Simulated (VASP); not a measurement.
# TaC (Fm-3m) in VASP: further runs

Aim: see how the results for TaC move with the level of theory and the settings. Levels: PBE, LDA. Tasks: relaxation of cell and atoms.

Everything below comes from runs of VASP 6.6.1. Logs are shortened: lines on timing, memory, paths and dates and some standing lists are left out, and cuts for length are marked.

## Step 1: The structure

It takes space group Fm-3m (No. 225, cubic). The conventional cell has a = 4.474 Å, b = 4.474 Å, c = 4.474 Å, α = 90.00°, β = 90.00°, γ = 90.00°. Ta (site symmetry m-3m) has 6 C at 2.24 Å as nearest neighbours. C (site symmetry m-3m) is surrounded by 6 Ta at 2.24 Å.

## Step 2: Relaxation of cell and atoms, PBE

INCAR reads:

```
PREC = Accurate
ENCUT = 300
EDIFF = 1E-7
ISMEAR = 1
SIGMA = 0.1
LREAL = F
LASPH = T
NELM = 80
ALGO = Normal
ISIF = 3
LWAVE = F
LCHARG = F
GGA = PE
IBRION = 2
NSW = 90
EDIFFG = -0.005
```

KPOINTS reads:

```
regular mesh
0
Gamma
  7 7 7
```

POSCAR reads:

```
TaC                                     
1.0
   -0.0000000000      2.2367951708      2.2367951708
    2.2367951708      0.0000000000      2.2367951708
    2.2367951708      2.2367951708      0.0000000000
  Ta              C             
     1     1
Direct
     0.0000000000000000    0.0000000000000000    0.0000000000000000
     0.5000000000000000    0.5000000000000000    0.5000000000000000
```

Potentials or basis: VASP PAW PBE potentials, release 64 (Ta_pv, C_s).

Run with:

```sh
$ cat potpaw_PBE.64/Ta_pv/POTCAR potpaw_PBE.64/C_s/POTCAR > POTCAR
$ mpirun -np 1 vasp_std > vasp.out
```

OUTCAR:

```text
PREC = Accurate
   ENCUT = 300
   EDIFF = 1E-7
   ISMEAR = 1
   LREAL = F
   LASPH = T
   NELM = 80
   ISIF = 3
   GGA = PE
   IBRION = 2
   NSW = 90
   EDIFFG = -0.005

 ion  position               nearest neighbor table
   1  0.000  0.000  0.000-   2 2.24   2 2.24   2 2.24   2 2.24   2 2.24   2 2.24
   2  0.500  0.500  0.500-   1 2.24   1 2.24   1 2.24   1 2.24   1 2.24   1 2.24

  LATTYP: Found a face centered cubic cell.
 ALAT       =     4.4735903416

  Lattice vectors:

 A1 = (   0.0000000000,   2.2367951708,   2.2367951708)
 A2 = (   2.2367951708,   0.0000000000,   2.2367951708)
 A3 = (   2.2367951708,   2.2367951708,   0.0000000000)

Analysis of symmetry for initial positions (statically):
=====================================================================
 Subroutine PRICEL returns:
 Original cell was already a primitive cell.

 Routine SETGRP: Setting up the symmetry group for a
 face centered cubic supercell.

 Subroutine GETGRP returns: Found 48 space group operations
 (whereof 48 operations were pure point group operations)
 out of a pool of 48 trial point group operations.

The static configuration has the point symmetry O_h .

Analysis of symmetry for dynamics (positions and initial velocities):
=====================================================================
 Subroutine PRICEL returns:
 Original cell was already a primitive cell.

 Routine SETGRP: Setting up the symmetry group for a
 face centered cubic supercell.

 Subroutine GETGRP returns: Found 48 space group operations
 (whereof 48 operations were pure point group operations)
 out of a pool of 48 trial point group operations.

The dynamic configuration has the point symmetry O_h .

 Subroutine INISYM returns: Found 48 space group operations
 (whereof 48 operations are pure point group operations),
 and found     1 'primitive' translations

----------------------------------------------------------------------------------------

                                     Primitive cell

  volume of cell :      22.3825

  direct lattice vectors                    reciprocal lattice vectors
     0.000000000  2.236795171  2.236795171    -0.223534102  0.223534102  0.223534102
     2.236795171  0.000000000  2.236795171     0.223534102 -0.223534102  0.223534102
     2.236795171  2.236795171  0.000000000     0.223534102  0.223534102 -0.223534102

  length of vectors
     3.163306067  3.163306067  3.163306067     0.387172422  0.387172422  0.387172422
[... 86 lines left out ...]
   PSTRESS=    0.0 pullay stress
   NELECT =      15.0000    total number of electrons
   NUPDOWN=      -1.0000    fix difference up-down
   EMIN   =  10.00;   EMAX   =-10.00  energy-range for DOS
   EFERMI =   0.00;   METHOD = LEGACY
   ISMEAR =     1;   SIGMA  =   0.10  broadening in eV -4-tet -1-fermi 0-gaus
   EFERMI_NEDOS =   21; number of points for ismear=-14 and -15
   IALGO  =     38    algorithm
   IMIX   =      4    mixing-type and parameters
     AMIX     =   0.40;   BMIX     =  1.00
     AMIX_MAG =   1.60;   BMIX_MAG =  1.00
  volume/ion in A,a.u.               =      11.19        75.52
  Fermi-wavevector in a.u.,A,eV,Ry     =   1.432635  2.707288 27.925202  2.052444
  Thomas-Fermi vector in A             =   2.552241
   LORBIT       =      0    0 simple, 1 ext, 2 COOP (PROOUT), +10 PAW based schemes
   GGA     = PE    functional components
   LHFCALC =     F    Hartree Fock is set to
   AEXX    =    0.0000 exact exchange contribution
   IVDW    =     0    specifies the selected vdW correction
   LEPSILON=     F    determine dielectric tensor
   LRPA    =     F    only Hartree local field effects (RPA)
 conjugate gradient relaxation of ions
 non-spin polarized calculation
 Methfessel and Paxton  Order N= 1 SIGMA  =   0.10
  energy-cutoff  :      300.00
  volume of cell :       22.38
 maximum number of plane-waves:       279
 NGX is ok and might be reduce to    18
   NGX =  9   NGY =  9   NGZ =  9

 number of electron      15.0000002 magnetization

 Free energy of the ion-electron system (eV)
  ---------------------------------------------------
  ext. energy  EPLUGINS =         0.00000000
  ---------------------------------------------------
  free energy    TOTEN  =       -22.20051705 eV

  energy without entropy =      -22.19864246  energy(sigma->0) =      -22.19989219

 E-fermi :   8.5984     XC(G=0): -13.1314

 val. band max:        8.5859948255   @ k =  -0.4286   0.2857   0.0000
 cond. band min:       8.8840663523   @ k =   0.4286   0.1429   0.0000
 fundamental gap:      0.2980715268
 Fermi energy:         8.5984335049

 k-point     1 :       0.0000    0.0000    0.0000
  band No.  band energies     occupation
      1     -26.4660      2.00000
      2     -26.4660      2.00000
      3     -26.4660      2.00000
      4      -6.0818      2.00000
      5       7.3381      2.00000
      6       7.3381      2.00000
      7       7.3381      2.00000
      8       8.1800      2.00000
      9       8.1800      2.00000
     10       8.1800      2.00000
     11       9.2918     -0.00000
[... 253 lines left out ...]
 k-point    20 :      -0.2857    0.4286    0.1429
  band No.  band energies     occupation
      1     -26.9151      2.00000
      2     -26.8841      2.00000
      3     -26.6738      2.00000
      4      -3.0407      2.00000
      5       2.7479      2.00000
      6       3.7052      2.00000
      7       4.1509      2.00000
      8       9.4143     -0.00000
      9      10.8230      0.00000
     10      12.6456      0.00000
     11      14.1189      0.00000

------------------------ aborting loop because EDIFF is reached ----------------------------------------

  FORCE on cell =-STRESS in cart. coord.  units (eV):
  Direction    XX          YY          ZZ          XY          YZ          ZX
  --------------------------------------------------------------------------------------
  -------------------------------------------------------------------------------------
  Total       -0.0004868     -0.0004868     -0.0004868     -0.0000000      0.0000000      0.0000000
  in kB       -0.0348441     -0.0348441     -0.0348441     -0.0000000      0.0000000      0.0000000
  external PRESSURE =      -0.0348441 kB  Pullay stress =       0.0000000 kB

 VOLUME and BASIS-vectors are now :
 -----------------------------------------------------------------------------
  energy-cutoff  :      300.00
  volume of cell :       22.38
      direct lattice vectors                 reciprocal lattice vectors
     0.000000000  2.236795171  2.236795171    -0.223534102  0.223534102  0.223534102
     2.236795171  0.000000000  2.236795171     0.223534102 -0.223534102  0.223534102
     2.236795171  2.236795171  0.000000000     0.223534102  0.223534102 -0.223534102

 POSITION                                       TOTAL-FORCE (eV/Angst)
 -----------------------------------------------------------------------------------
      0.00000      0.00000      0.00000        -0.000000      0.000000     -0.000000
      2.23680      2.23680      2.23680         0.000000     -0.000000      0.000000
 -----------------------------------------------------------------------------------
    total drift:                               -0.000000      0.000000      0.000000

  FREE ENERGIE OF THE ION-ELECTRON SYSTEM (eV)
  ---------------------------------------------------
  free  energy   TOTEN  =       -22.2005170500 eV

  energy  without entropy=      -22.1986424602  energy(sigma->0) =      -22.19989219

 reached required accuracy - stopping structural energy minimisation
```

OSZICAR:

```text
N       E                     dE             d eps       ncg     rms          rms(c)
DAV:   1     0.533007001103E+02    0.53301E+02   -0.61685E+03   456   0.897E+02
DAV:   2    -0.235485525267E+02   -0.76849E+02   -0.74049E+02   487   0.297E+02
DAV:   3    -0.256377408281E+02   -0.20892E+01   -0.20384E+01   598   0.432E+01
DAV:   4    -0.256735521872E+02   -0.35811E-01   -0.31315E-01   552   0.502E+00
DAV:   5    -0.256747489374E+02   -0.11968E-02   -0.11740E-02   592   0.548E-01    0.253E+01
DAV:   6    -0.222856212003E+02    0.33891E+01   -0.16353E+01   658   0.404E+01    0.126E+01
DAV:   7    -0.222281777229E+02    0.57443E-01   -0.28726E-01   514   0.555E+00    0.724E+00
DAV:   8    -0.222021608001E+02    0.26017E-01   -0.69746E-02   560   0.319E+00    0.586E-01
DAV:   9    -0.222005806224E+02    0.15802E-02   -0.87396E-03   646   0.830E-01    0.171E-01
DAV:  10    -0.222005469222E+02    0.33700E-04   -0.88073E-04   631   0.386E-01    0.565E-02
DAV:  11    -0.222005180471E+02    0.28875E-04   -0.11774E-04   651   0.113E-01    0.163E-02
DAV:  12    -0.222005171759E+02    0.87121E-06   -0.27097E-06   534   0.174E-02    0.844E-04
DAV:  13    -0.222005170691E+02    0.10674E-06   -0.35752E-08   325   0.216E-03    0.820E-04
DAV:  14    -0.222005170500E+02    0.19104E-07   -0.62006E-09   247   0.115E-03
   1 F= -.22200517E+02 E0= -.22199892E+02  d E =-.222005E+02
```

It took 5.2 s on 1 thread of Intel Xeon Platinum 8488C (Sapphire Rapids), shared host; peak memory 0.11 GiB.

These settings aren't checked as converged: the numbers below hold their error.

Results:

```
Free energy            : -22.2005 eV
Band gap on the k mesh : none (metal or under the smearing width)
```

Caveat: the cutoff is under 1.25 times the usual one of these potentials, so pressure, stress and relaxed cells hold a basis-set (Pulay) error; the relaxation stopped at its first step, so nothing moved.

## Step 3: Relaxation of cell and atoms, LDA

This run uses another cell than the first one, of 10.99 Å³/atom, 0.982 times its volume.

INCAR reads:

```
PREC = Accurate
ENCUT = 600
EDIFF = 1E-6
ISMEAR = 1
SIGMA = 0.1
LREAL = F
LASPH = T
NELM = 80
ALGO = Normal
ISIF = 3
LWAVE = F
LCHARG = F
GGA = CA
IBRION = 2
NSW = 90
EDIFFG = -0.01
```

KPOINTS reads:

```
regular mesh
0
Gamma
  14 14 14
```

POSCAR reads:

```
TaC
1.0
    0.0000000000      2.2230000000      2.2230000000
    2.2230000000      0.0000000000      2.2230000000
    2.2230000000      2.2230000000      0.0000000000
Ta C
1 1
Direct
    0.0000000000      0.0000000000      0.0000000000
    0.5000000000      0.5000000000      0.5000000000
```

Potentials or basis: VASP PAW LDA potentials, release 64 (Ta_pv, C).

Run with:

```sh
$ cat potpaw_LDA.64/Ta_pv/POTCAR potpaw_LDA.64/C/POTCAR > POTCAR
$ mpirun -np 1 vasp_std > vasp.out
```

It took 39 s on 1 thread of Intel Xeon Platinum 8488C (Sapphire Rapids), shared host; peak memory 0.17 GiB.

It converged, with:

| Property | Result |
| --- | --- |
| Free energy | -24.2870 eV |
| Relaxed volume | 10.80 Å³/atom |
| Relaxed cell | a = 3.126 Å, b = 3.126 Å, c = 3.126 Å, α = 60.00°, β = 60.00°, γ = 60.00° |
| Space group after relaxing (to 0.05 Å) | Fm-3m (No. 225) |
| Energy gained by relaxing | 3.4 meV/atom |
| Ionic steps | 3 |
| Pressure after relaxing | -0.1 GPa |
| Band gap on the k mesh | none (metal or under the smearing width) |

The path:
| step | energy change (eV) | largest force (eV/Å) | pressure (GPa) | volume (Å³) |
| --- | --- | --- | --- | --- |
| 1 | 0.0000 | 0.0000 | -5.85 | 21.97 |
| 2 | 0.0363 | 0.0000 | 16.27 | 20.72 |
| 3 | -0.0069 | 0.0000 | -0.10 | 21.61 |

Final structure:
```cif
data_structure
_symmetry_space_group_name_H-M 'P 1'
_symmetry_Int_Tables_number 1
_cell_length_a 3.1263
_cell_length_b 3.1263
_cell_length_c 3.1263
_cell_angle_alpha 60.000
_cell_angle_beta 60.000
_cell_angle_gamma 60.000
_cell_volume 21.61
loop_
_atom_site_label
_atom_site_type_symbol
_atom_site_fract_x
_atom_site_fract_y
_atom_site_fract_z
_atom_site_occupancy
Ta1 Ta 0.00000 0.00000 0.00000 1
C1 C 0.50000 0.50000 0.50000 1
```

Levels at points of the mesh, in eV from the Fermi level:
| k point | band 5 | band 6 | band 7 | band 8 | band 9 | band 10 | band 11 |
| --- | --- | --- | --- | --- | --- | --- | --- |
| (0.00, 0.00, 0.00) | -1.50 | -1.50 | -1.50 | -0.55 | -0.55 | -0.55 | 0.56 |
| (0.50, 0.00, 0.00) | -8.93 | -5.68 | -5.68 | 2.69 | 2.69 | 3.71 | 5.51 |
| (0.50, 0.50, 0.00) | -4.78 | -4.60 | -1.79 | -1.79 | 2.59 | 4.11 | 4.11 |

[end of part 1 of 2]
